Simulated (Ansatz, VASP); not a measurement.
**Two plane-wave programs on NaH**

```
CELL_PARAMETERS angstrom
0.00000 2.39751 2.39751
2.39751 0.00000 2.39751
2.39751 2.39751 0.00000
ATOMIC_POSITIONS crystal
Na 0.00000 0.00000 0.00000
H 0.50000 0.50000 0.50000
```

Alike in both runs: task single point; functional r2SCAN; k mesh 8 × 8 × 8; no spin polarisation.

```csv
,VASP,Ansatz
version,VASP 6.6.1,Ansatz 0.2.0
potentials or method,"VASP PAW PBE potentials, release 64 (Na_pv, H)","plane waves, PAW"
plane-wave cutoff (eV),520,500
occupations,"gaussian, width 0.01 eV",fixed
valence electrons in the cell,8,10
```

VASP gave:

| Item | Value |
| --- | --- |
| gap on the k mesh at the Fermi level (eV) | 4.41 |
| pressure (GPa) | -0.3 |

Estimate Ansatz's values.

gap on the k mesh at the Fermi level (eV): 4.40; pressure (GPa): 0.0.

The two sets of potentials don't hold the same shells in valence.

Caveats: the PAW data sets were made with another functional, which shifts forces and pressure a little (VASP). A k mesh can miss the band edges.
